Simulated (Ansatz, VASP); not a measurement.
# One calculation of CdS, two programs

INCAR

```
PREC     = Accurate       # precision mode
ENCUT    = 600            # plane-wave cutoff, eV
EDIFF    = 1E-7           # SCF threshold, eV
ISMEAR   = -1             # smearing method
SIGMA    = 0.05           # smearing width, eV
LREAL    = False          # projectors in reciprocal space
LASPH    = True           # aspherical terms in the spheres
NELM     = 80             # most SCF steps
ALGO     = Normal         # electronic algorithm
ISIF     = 3              # what is computed and relaxed
LWAVE    = False          # write WAVECAR
LCHARG   = False          # write CHGCAR
GGA      = PE             # functional
IBRION   = 2              # ionic algorithm
NSW      = 60             # ionic steps
EDIFFG   = -0.005         # ionic threshold
PSTRESS  = 0
```

KPOINTS

```
regular mesh
0
Gamma
  8 8 8
```

POSCAR

```
CdS
1.0
    0.0000000000      2.7532440000      2.7532440000
    2.7532440000      0.0000000000      2.7532440000
    2.7532440000      2.7532440000      0.0000000000
Cd S
1 1
Direct
    0.0000000000      0.0000000000      0.0000000000
    0.5000000000      0.5000000000      0.5000000000
```

Contents of input.yaml:

```yaml
crystal:
  lattice:
    - [0.0, 2.753244, 2.753244]
    - [2.753244, 0.0, 2.753244]
    - [2.753244, 2.753244, 0.0]
  atoms:
    - { symbol: Cd, position: [0.0, 0.0, 0.0] }
    - { symbol: S, position: [0.5, 0.5, 0.5] }
hamiltonian:
  xc: pbe
  pseudopotentials: { kind: paw }
kpoints:
  mp_grid: { grid: [8, 8, 8] }
scf:
  occupations: { method: fermi_dirac, width: 0.05 }
output:
  forces: true
  stress: true
  eigenvalues: true
relax:
  f_tol: 0.01
  max_steps: 40
  cell: { stress_tol: 0.05 }
```

Measurements of this composition are mostly on another form, of space group No. 186.

Alike in both runs: task relaxation of cell and atoms; functional PBE; k mesh 8 × 8 × 8; occupations fermi-dirac, width 0.05 eV; no spin polarisation.

|  | VASP | Ansatz |
| --- | --- | --- |
| version | VASP 6.6.1 | Ansatz 0.2.0 |
| potentials or method | VASP PAW PBE potentials, release 64 (Cd, S) | Ansatz PAW |
| plane-wave cutoff (eV) | 600 | 420 |
| valence electrons in the cell | 18 | 26 |

VASP gave:

* gap on the k mesh at the Fermi level, each at its own relaxed structure (eV): 0.26
* relaxed volume (Å³/atom): 20.83
* relaxed cell length with the largest relative difference (Å): 3.891

Problem. What did Ansatz give for the same quantities?

Solution. gap on the k mesh at the Fermi level, each at its own relaxed structure (eV): 0.26; relaxed volume (Å³/atom): 20.74; relaxed cell length with the largest relative difference (Å): 3.886.

The two sets of potentials don't hold the same shells in valence.

Caveats: the plane-wave basis is chosen anew once the cell has moved, so the energies of steps on either side of that aren't comparable (Ansatz). A k mesh can miss the band edges. As with any semilocal functional, this PBE gap is likely too small.
